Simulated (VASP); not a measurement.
# LiSe6 (P6/mmm) in VASP: a series of runs

Runs on LiSe6. Level: PBE+D3(BJ). Tasks: single point.

Program: VASP 6.6.1. These are calculated values, not measurements. Logs are shortened: lines on timing, memory, paths and dates and some standing lists are left out, and cuts for length are marked.

### Step 1. The crystal as given

It takes space group P6/mmm (No. 191, hexagonal). The conventional cell has a = 6.717 Å, b = 6.717 Å, c = 2.200 Å, α = 90.00°, β = 90.00°, γ = 120.00°. Li (site symmetry 6/mmm) is surrounded by 2 Li at 2.20 Å and 12 Se at 2.49 Å. Around Se (site symmetry m2m) lie 5 Se at 2.20 to 2.24 Å and 2 Li at 2.49 Å.

The cell was built by a generator and needn't be a form met in nature.

### Step 2. Single point, PBE+D3(BJ)

Contents of INCAR:

```
SYSTEM = LiSe6
  PREC = Accurate
  ENCUT = 520
  EDIFF = 1E-6
  ISMEAR = 0
  SIGMA = 0.1
  LREAL = .FALSE.
  LASPH = .TRUE.
  NELM = 100
  ALGO = Normal
  ISIF = 2
  LWAVE = .FALSE.
  LCHARG = .TRUE.
  GGA = PE
  IVDW = 12
  LELF = .TRUE.
  LVHAR = .TRUE.
  NBANDS = 28
```

Contents of KPOINTS:

```
Automatic mesh
0
G
  3 3 8
  0 0 0
```

Contents of POSCAR:

```
LiSe6
1.0
    6.7167599800      0.0000000000      0.0000000000
   -3.3583799900      5.8168847700      0.0000000000
    0.0000000000      0.0000000000      2.2000000000
Li Se
1 6
Direct
    0.0000000000      0.0000000000      0.5000000000
    0.3333333300      0.3333333300      0.0000000000
    0.0000000000      0.6666666700      0.0000000000
    0.6666666700      0.0000000000      0.0000000000
    0.0000000000      0.3333333300      0.0000000000
    0.6666666700      0.6666666700      0.0000000000
    0.3333333300      0.0000000000      0.0000000000
```

Potentials or basis: VASP PAW PBE potentials, release 64 (Li_sv, Se).

Command:

```bash
$ cat potpaw_PBE.64/Li_sv/POTCAR potpaw_PBE.64/Se/POTCAR > POTCAR
$ mpirun -np 1 vasp_std > vasp.out
```

OUTCAR:

```text
SYSTEM = LiSe6
   PREC = Accurate
   ENCUT = 520
   EDIFF = 1E-6
   ISMEAR = 0
   LREAL = .FALSE.
   LASPH = .TRUE.
   NELM = 100
   ISIF = 2
   GGA = PE
   IVDW = 12
 IVDW          = 12

 ion  position               nearest neighbor table
   1  0.000  0.000  0.500-   2 2.49   3 2.49   5 2.49   6 2.49   2 2.49   3 2.49   5 2.49   6 2.49
                             4 2.49   4 2.49   7 2.49   7 2.49
   2  0.333  0.333  0.000-   7 2.24   5 2.24   6 2.24   1 2.49   1 2.49
   3  0.000  0.667  0.000-   7 2.24   6 2.24   5 2.24   1 2.49   1 2.49
   4  0.667  0.000  0.000-   5 2.24   6 2.24   7 2.24   1 2.49   1 2.49
   5  0.000  0.333  0.000-   4 2.24   2 2.24   3 2.24   1 2.49   1 2.49
   6  0.667  0.667  0.000-   4 2.24   3 2.24   2 2.24   1 2.49   1 2.49
   7  0.333  0.000  0.000-   2 2.24   3 2.24   4 2.24   1 2.49   1 2.49

  LATTYP: Found a hexagonal cell.
 ALAT       =     6.7167599800
 C/A-ratio  =     0.3275388739

  Lattice vectors:

 A1 = (   6.7167599800,   0.0000000000,   0.0000000000)
 A2 = (  -3.3583799900,   5.8168847700,   0.0000000000)
 A3 = (   0.0000000000,   0.0000000000,   2.2000000000)

Analysis of symmetry for initial positions (statically):
=====================================================================
 Subroutine PRICEL returns:
 Original cell was already a primitive cell.

 Routine SETGRP: Setting up the symmetry group for a
 hexagonal supercell.

 Subroutine GETGRP returns: Found 24 space group operations
 (whereof 24 operations were pure point group operations)
 out of a pool of 24 trial point group operations.

The static configuration has the point symmetry D_6h.

Analysis of symmetry for dynamics (positions and initial velocities):
=====================================================================
 Subroutine PRICEL returns:
 Original cell was already a primitive cell.

 Routine SETGRP: Setting up the symmetry group for a
 hexagonal supercell.

 Subroutine GETGRP returns: Found 24 space group operations
 (whereof 24 operations were pure point group operations)
 out of a pool of 24 trial point group operations.

The dynamic configuration has the point symmetry D_6h.

 Subroutine INISYM returns: Found 24 space group operations
 (whereof 24 operations are pure point group operations),
 and found     1 'primitive' translations

----------------------------------------------------------------------------------------

                                     Primitive cell

  volume of cell :      85.9554

  direct lattice vectors                    reciprocal lattice vectors
     6.716759980  0.000000000  0.000000000     0.148881306  0.085956662  0.000000000
    -3.358379990  5.816884770  0.000000000     0.000000000  0.171913325  0.000000000
     0.000000000  0.000000000  2.200000000     0.000000000  0.000000000  0.454545455

  length of vectors
     6.716759980  6.716759977  2.200000000     0.171913325  0.171913325  0.454545455

  position of ions in fractional coordinates (direct lattice)
     0.000000000  0.000000000  0.500000000
     0.333333330  0.333333330  0.000000000
     0.000000000  0.666666670  0.000000000
     0.666666670  0.000000000  0.000000000
     0.000000000  0.333333330  0.000000000
     0.666666670  0.666666670  0.000000000
     0.333333330  0.000000000  0.000000000

  ion indices of the primitive-cell ions
   primitive index   ion index
                 1           1
                 2           2
                 3           3
                 4           4
                 5           5
                 6           6
                 7           7

----------------------------------------------------------------------------------------

 KPOINTS: Automatic mesh

Automatic generation of k-mesh.
 Grid dimensions read from file:
 generate k-points for:    3    3    8

 Generating k-lattice:

  Cartesian coordinates                     Fractional coordinates (reciprocal lattice)
     0.049627102  0.028652221  0.000000000     0.333333333  0.000000000  0.000000000
     0.000000000  0.057304442  0.000000000     0.000000000  0.333333333  0.000000000
     0.000000000  0.000000000  0.056818182     0.000000000  0.000000000  0.125000000

  Length of vectors
     0.057304442  0.057304442  0.056818182

  Shift w.r.t. Gamma in fractional coordinates (k-lattice)
     0.000000000  0.000000000  0.000000000

 Subroutine IBZKPT returns following result:
 ===========================================

 Found     15 irreducible k-points:

 Following reciprocal coordinates:
            Coordinates               Weight
  0.000000  0.000000  0.000000      1.000000
  0.333333  0.000000  0.000000      6.000000
  0.333333  0.333333  0.000000      2.000000
  0.000000  0.000000  0.125000      2.000000
  0.333333  0.000000  0.125000     12.000000
  0.333333  0.333333  0.125000      4.000000
  0.000000  0.000000  0.250000      2.000000
  0.333333  0.000000  0.250000     12.000000
  0.333333  0.333333  0.250000      4.000000
  0.000000  0.000000  0.375000      2.000000
  0.333333  0.000000  0.375000     12.000000
  0.333333  0.333333  0.375000      4.000000
  0.000000  0.000000  0.500000      1.000000
  0.333333  0.000000  0.500000      6.000000
  0.333333  0.333333  0.500000      2.000000
   k-points           NKPTS =     15   k-points in BZ     NKDIM =     15   number of bands    NBANDS=     28
   number of dos      NEDOS =    301   number of ions     NIONS =      7
   total plane-waves  NPLWV =  40000
   dimension x,y,z NGX =    50 NGY =   50 NGZ =   16
   dimension x,y,z NGXF=   100 NGYF=  100 NGZF=   32
   ions per type =               1   6
   NGX,Y,Z   is equivalent  to a cutoff of  12.38, 12.38, 12.09 a.u.
   NGXF,Y,Z  is equivalent  to a cutoff of  24.75, 24.75, 24.18 a.u.
 SYSTEM =  LiSe6
   PREC   = accura    normal or accurate (medium, high low for compatibility)
   ISTART =      0    job   : 0-new  1-cont  2-samecut
   ICHARG =      2    charge: 1-file 2-atom 10-const
   ISPIN  =      1    spin polarized calculation?
   LNONCOLLINEAR =      F non collinear calculations
   LSORBIT =      F    spin-orbit coupling
   LASPH  =      T    aspherical Exc in radial PAW
   ENCUT  =  520.0 eV  38.22 Ry    6.18 a.u.  12.49 12.49  4.09*2*pi/ulx,y,z
   NELM   =    100;   NELMIN=  2; NELMDL= -5     # of ELM steps
   EDIFF  = 0.1E-05   stopping-criterion for ELM
   LREAL  =      F    real-space projection
   EDIFFG = 0.1E-04   stopping-criterion for IOM
   NSW    =      0    number of steps for IOM
   IBRION =     -1    ionic relax: 0-MD 1-quasi-New 2-CG
   NFREE  =      0    steps in history (QN), initial steepest desc. (CG)
   ISIF   =      2    stress and relaxation
   ISYM   =      2    0-nonsym 1-usesym 2-fastsym
   POTIM  = 0.5000    time-step for ionic-motion
   TEBEG  =    0.0;   TEEND  =   0.0 temperature during run
   PSTRESS=    0.0 pullay stress
   NELECT =      39.0000    total number of electrons
   NUPDOWN=      -1.0000    fix difference up-down
   EMIN   =  10.00;   EMAX   =-10.00  energy-range for DOS
   EFERMI =   0.00;   METHOD = LEGACY
   ISMEAR =     0;   SIGMA  =   0.10  broadening in eV -4-tet -1-fermi 0-gaus
   EFERMI_NEDOS =   21; number of points for ismear=-14 and -15
   IALGO  =     38    algorithm
   IMIX   =      4    mixing-type and parameters
     AMIX     =   0.40;   BMIX     =  1.00
     AMIX_MAG =   1.60;   BMIX_MAG =  1.00
  volume/ion in A,a.u.               =      12.28        82.87
  Fermi-wavevector in a.u.,A,eV,Ry     =   1.257975  2.377228 21.531238  1.582501
  Thomas-Fermi vector in A             =   2.391608
   LORBIT       =      0    0 simple, 1 ext, 2 COOP (PROOUT), +10 PAW based schemes
   GGA     = PE    functional components
   LHFCALC =     F    Hartree Fock is set to
   AEXX    =    0.0000 exact exchange contribution
   IVDW    =    12    specifies the selected vdW correction
   LEPSILON=     F    determine dielectric tensor
   LRPA    =     F    only Hartree local field effects (RPA)
 non-spin polarized calculation
 Gauss-broadening in eV      SIGMA  =   0.10
  energy-cutoff  :      520.00
  volume of cell :       85.96
 maximum number of plane-waves:      2348
 NGX is ok and might be reduce to    50
   NGX = 25   NGY = 25   NGZ =  9

 number of electron      39.0000017 magnetization

 Free energy of the ion-electron system (eV)
  ---------------------------------------------------
  ext. energy  EPLUGINS =         0.00000000
  ---------------------------------------------------
  free energy    TOTEN  =         0.08701673 eV

  energy without entropy =        0.10254699  energy(sigma->0) =        0.09478186

 E-fermi :  12.5722     XC(G=0): -12.1502

 val. band max:       12.5622962193   @ k =   0.3333   0.0000   0.5000
 cond. band min:      12.6991066790   @ k =   0.3333   0.0000   0.5000
 fundamental gap:      0.1368104597
 Fermi energy:        12.5722264034

 k-point     1 :       0.0000    0.0000    0.0000
  band No.  band energies     occupation
      1     -35.4775      2.00000
      2     -10.9600      2.00000
      3      -8.2433      2.00000
      4      -8.2433      2.00000
      5      -7.9451      2.00000
      6      -7.9451      2.00000
[... 20 lines left out ...]
     27      20.3933      0.00000
     28      21.2406      0.00000

 k-point     2 :       0.3333    0.0000    0.0000
  band No.  band energies     occupation
      1     -35.4776      2.00000
      2     -10.5823      2.00000
      3      -9.5244      2.00000
      4      -9.0326      2.00000
      5      -7.0532      2.00000
      6      -6.2723      2.00000
[... 20 lines left out ...]
     27      20.8236      0.00000
     28      21.2031      0.00000

 k-point     3 :       0.3333    0.3333    0.0000
  band No.  band energies     occupation
      1     -35.4775      2.00000
      2      -9.9095      2.00000
      3      -9.8653      2.00000
      4      -9.8653      2.00000
      5      -5.6972      2.00000
      6      -5.6972      2.00000
[... 337 lines left out ...]
      3      -3.1090      2.00000
      4      -2.5425      2.00000
      5      -1.1684      2.00000
      6      -0.6126      2.00000
[... 20 lines left out ...]
     27      15.3127      0.00000
     28      16.2647      0.00000

 k-point    15 :       0.3333    0.3333    0.5000
  band No.  band energies     occupation
      1     -35.3029      2.00000
      2      -3.6506      2.00000
      3      -3.4149      2.00000
      4      -3.4149      2.00000
      5      -0.5688      2.00000
      6      -0.5688      2.00000
[... 20 lines left out ...]
     27      15.7276      0.00000
     28      15.7280      0.00000

------------------------ aborting loop because EDIFF is reached ----------------------------------------

 Edisp (eV)   -4.44715

 E8    (eV) :    -1.8279

  FORCE on cell =-STRESS in cart. coord.  units (eV):
  Direction    XX          YY          ZZ          XY          YZ          ZX
  --------------------------------------------------------------------------------------
  -------------------------------------------------------------------------------------
  Total      69.04654    69.04654    81.69251     0.00000     0.00000     0.00000
  in kB    1287.00285  1287.00285  1522.71923     0.00000     0.00000     0.00000
  external pressure =     1365.57 kB  Pullay stress =        0.00 kB

 VOLUME and BASIS-vectors are now :
 -----------------------------------------------------------------------------
  energy-cutoff  :      520.00
  volume of cell :       85.96
      direct lattice vectors                 reciprocal lattice vectors
     6.716759980  0.000000000  0.000000000     0.148881306  0.085956662  0.000000000
    -3.358379990  5.816884770  0.000000000     0.000000000  0.171913325  0.000000000
     0.000000000  0.000000000  2.200000000     0.000000000  0.000000000  0.454545455

 POSITION                                       TOTAL-FORCE (eV/Angst)
 -----------------------------------------------------------------------------------
      0.00000      0.00000      1.10000         0.000000     -0.000000      0.000000
      1.11946      1.93896      0.00000         0.589478      1.021006      0.000000
     -2.23892      3.87792      0.00000         0.589478     -1.021006      0.000000
      4.47784      0.00000      0.00000        -1.178957     -0.000000      0.000000
     -1.11946      1.93896      0.00000        -0.589478      1.021006     -0.000000
      2.23892      3.87792      0.00000        -0.589478     -1.021006      0.000000
      2.23892      0.00000      0.00000         1.178957     -0.000000      0.000000
 -----------------------------------------------------------------------------------
    total drift:                               -0.000000      0.000000     -0.000000

  FREE ENERGIE OF THE ION-ELECTRON SYSTEM (eV)
  ---------------------------------------------------
  free  energy   TOTEN  =        -4.3601372468 eV

  energy  without entropy=       -4.3446069856  energy(sigma->0) =       -4.35237212
```

Run time: 31 s. Hardware: 1 thread of Intel Xeon Platinum 8488C (Sapphire Rapids), shared host; peak memory 0.19 GiB.

What came out:

| Item | Value |
| --- | --- |
| Free energy | -4.3601 eV |
| Largest force | 1.179 eV/Å |
| Band gap on the k mesh | none (metal or under the smearing width) |
| Dispersion energy per atom | -0.635 eV |

Forces on the atoms (eV/Å):
```
Li   0.000  0.000  0.000
Se   0.589  1.021  0.000
Se   0.589 -1.021  0.000
Se  -1.179  0.000  0.000
Se  -0.589  1.021  0.000
Se  -0.589 -1.021  0.000
Se   1.179  0.000  0.000
```

Levels at points of the mesh, in eV from the Fermi level:
```csv
k point,band 15,band 16,band 17,band 18,band 19,band 20,band 21,band 22,band 23,band 24
"(0.00, 0.00, 0.00)",-4.54,-4.29,-4.29,0.51,0.74,2.26,3.63,4.05,5.09,7.64
"(0.00, 0.00, 0.50)",-6.17,-6.09,-6.09,-1.00,-0.82,0.25,0.25,1.41,1.41,1.58
```

Caveat: the k mesh is coarse (spacing up to 0.36 Å⁻¹), so the values aren't converged; the cutoff is under 1.25 times the usual one of these potentials, so pressure, stress and relaxed cells hold a basis-set (Pulay) error; a pressure of tens of GPa on the cell as given is suspect, and the run, the potentials or the cell itself is likely at fault; pairwise dispersion overbinds metals, which lowers pressure and volume; forces of over 1 eV/Å show positions far from the minimum, so gaps and moduli don't describe the material at rest.

### Step 3. Single point, PBE+D3(BJ)

This run uses another cell than the first one, of 24.51 Å³/atom, 1.996 times its volume.

Contents of INCAR:

```
PREC = Accurate ; ENCUT = 520
EDIFF = 1E-6 ; ISMEAR = 0
SIGMA = 0.1 ; LREAL = F
LASPH = T ; NELM = 100
ALGO = Normal ; ISIF = 2
LWAVE = F ; LCHARG = F
GGA = PE ; IVDW = 12
NBANDS = 28
```

Contents of KPOINTS:

```
regular mesh
0
Gamma
  3 3 8
```

Contents of POSCAR:

```
LiSe6
1.0
    8.6282152025      0.0000000000      0.0000000000
   -4.3141076013      7.4722535547      0.0000000000
    0.0000000000      0.0000000000      2.6608298283
Li Se
1 6
Direct
    0.0000000000      0.0000000000      0.5000000000
    0.3262000393      0.3262000393      0.0000000000
    0.0000000000      0.6737999607      0.0000000000
    0.6737999607      0.0000000000      0.0000000000
    0.0000000000      0.3262000393      0.0000000000
    0.6737999607      0.6737999607      0.0000000000
    0.3262000393      0.0000000000      0.0000000000
```

Potentials or basis: VASP PAW PBE potentials, release 64 (Li_sv, Se).

Command:

```bash
$ cat potpaw_PBE.64/Li_sv/POTCAR potpaw_PBE.64/Se/POTCAR > POTCAR
$ mpirun -np 1 vasp_std > vasp.out
```

It took 50 s on 1 thread of Intel Xeon Platinum 8488C (Sapphire Rapids), shared host; peak memory 0.29 GiB.

The run converged. Its results:

```
Free energy                : -24.5940 eV
Largest force              : 0.017 eV/Å
Band gap on the k mesh     : none (metal or under the smearing width)
Dispersion energy per atom : -0.308 eV
```

Forces on the atoms (eV/Å):
```
Li   0.000  0.000  0.000
Se  -0.008 -0.014  0.000
Se  -0.008  0.014  0.000
Se   0.017  0.000  0.000
Se   0.008 -0.014  0.000
Se   0.008  0.014  0.000
Se  -0.017  0.000  0.000
```

Levels at points of the mesh, in eV from the Fermi level:
| k point | band 16 | band 17 | band 18 | band 19 | band 20 | band 21 | band 22 | band 23 |
| --- | --- | --- | --- | --- | --- | --- | --- | --- |
| (0.00, 0.00, 0.00) | -1.54 | -1.54 | 0.68 | 1.21 | 2.00 | 3.36 | 3.91 | 4.07 |
| (0.00, 0.00, 0.50) | -2.69 | -2.69 | -0.71 | -0.71 | -0.20 | -0.20 | 0.99 | 0.99 |

Caveat: the cutoff is under 1.25 times the usual one of these potentials, so pressure, stress and relaxed cells hold a basis-set (Pulay) error; pairwise dispersion overbinds metals, which lowers pressure and volume.
